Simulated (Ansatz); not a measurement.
ZnTe (zinc blende)

```
ZnTe
1.0
    0.00000     3.03291     3.03291
    3.03291     0.00000     3.03291
    3.03291     3.03291     0.00000
Te Zn
1 1
Direct
  0.75000   0.75000   0.75000
  0.00000   0.00000   0.00000
```

The slice is a {110} plane (indices of the conventional cell) through the point (0.750, 0.750, 0.750) (fractional), spanned by u = [100] and v = [1 -1 -1] in vectors of this cell: u (4.29 Å) and v (6.07 Å, at 90° to u). It covers one period; positions are fractions (u, v).

These are PBEsol (plane waves to 420 eV, PAW, scalar-relativistic; Ansatz, a quantum-chemistry and plane-wave program) values and carry that method's errors. k mesh 9×9×9. Inside the PAW spheres the values are not all-electron values, and peaks at nuclei hang on which shells count as valence. Spin-orbit coupling is left out, though Te is heavy. The PAW data are Ansatz's earlier set. ZnTe was relaxed with its symmetry unable to fall.

Question: Around which element is the density of the highest valence band (whole band, smooth part) largest on this plane?

Answer: Te. Mean over a disc round each atom, of radius 0.45 times the shortest bond: Te 0.069, Zn 0.019 e/Å³.

Question: What is the valence density on the shortest Te–Zn line in this plane (2.63 Å), at its minimum between the atoms?

Answer: 0.38 e/Å³.

Question: The ELF has a maximum in the middle third of the Te–Zn line. Where, and how high?

Answer: 0.70, 1.2 Å from Te.

Question: Sketch the electrostatic potential energy of an electron, from the cell's mean on this plane as a map.

Answer: 
```
|xxxxxxxx  ..==++++++++++..  xxxxxx|
|xxxxxxxx  ..--::    ::--..  xxxxxx|
|xxxxxx    ..xxxxxxxxxxxx..    xxxx|
|        ::  xxxxxxxxxxxx  ::      |
|..::--==--xxxxxxxxxxxxxxxx--==--::|
|******++--xxxxxxxxxxxxxxxx--++****|
|%%%%%%**==xxxxxxxxxxxxxxxx==**%%%%|
|@@@@%%##++  xxxxxxxxxxxx  ++##%%@@|
|@@@@@@%%**==xxxxxxxxxxxx==**%%@@@@|
|@@@@@@%%##**==::    ::==**##%%@@@@|
|@@@@@@@@%%%%##**++++++##%%%%@@@@@@|
|@@@@@@@@@@@@%%%%####%%%%@@@@@@@@@@|
|@@@@@@@@@@@@@@@@%%%%@@@@@@@@@@@@@@|
|@@@@@@@@@@@@@@@@@@@@@@@@@@@@@@@@@@|
|@@@@@@@@@@@@@@@@@@@@@@@@@@@@@@@@@@|
|@@@@@@@@@@@@@@@@@@@@@@@@@@@@@@@@@@|
|%%%%%%@@@@@@@@@@@@@@@@@@@@@@@@%%%%|
|****##%%%%@@@@@@@@@@@@@@@@%%%%##**|
|..::==**##%%@@@@@@@@@@@@%%##**==::|
|      ..++##%%@@@@@@@@%%##++..    |
|xxxxxx  ..++%%@@@@@@@@%%++..  xxxx|
|xxxxxxxx  --##%%@@@@%%##--  xxxxxx|
|xxxxxxxx  ::**%%%%%%%%**::  xxxxxx|
|xxxxxxxx  ..++########++..  xxxxxx|
```
Scale: ten equal steps from -1.00 (start of ' ') to 7.25 (end of '@'), in the order ' .:-=+*#%@'. Values: electrostatic potential energy of an electron, from the cell's mean, in eV. The map has 17 points along u (two characters each, u = 0 at the left) and 24 along v (v = 0 in the bottom row). Points within 1 Å of a nucleus are blanked (x), as the pseudised field means little there. Values under -1 eV are set to -1. The zero, the cell's mean, hangs on the PAW cores.
